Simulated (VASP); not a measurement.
Crystal: CuI (Marshite).

```
Cu I
1.0
     0.00000    3.03150    3.03150
     3.03150    0.00000    3.03150
     3.03150    3.03150    0.00000
Cu I
1 1
Cartesian
  1.5157 1.5157 1.5157
  0.0000 0.0000 0.0000
```

* Program: VASP 6.6.1
* Task: relaxation of cell and atoms
* Functional: RPBE
* Potentials or basis: VASP PAW PBE potentials, release 64 (Cu, I)
* Cutoff: 600 eV
* k mesh: 8 × 8 × 8
* Occupations: gaussian, width 0.03 eV
* Spin: no spin polarisation

At the start: pressure 2.3 GPa; volume 27.86 Å³/atom.

Task: How do energy, volume and symmetry change on relaxing?

Result: Over 4 steps the energy falls by 13.1 meV/atom and the volume is 29.77 Å³/atom (+6.8 %); space group F-43m (No. 216, to 0.05 Å).

The path:
```
step  energy change (eV)  largest force (eV/Å)  pressure (GPa)  volume (Å³)
   1              0.0000                0.0000            2.34        55.72
   2             -0.0259                0.0000            0.29        59.07
   3             -0.0261                0.0000           -0.12        59.72
   4             -0.0262                0.0000           -0.03        59.53
```

Final structure:
```
CELL_PARAMETERS angstrom
0.00000 3.09916 3.09916
3.09916 0.00000 3.09916
3.09916 3.09916 0.00000
ATOMIC_POSITIONS crystal
Cu 0.25000 0.25000 0.25000
I 0.00000 0.00000 0.00000
```

Caveat: the PAW data sets were made with another functional, which shifts forces and pressure a little.
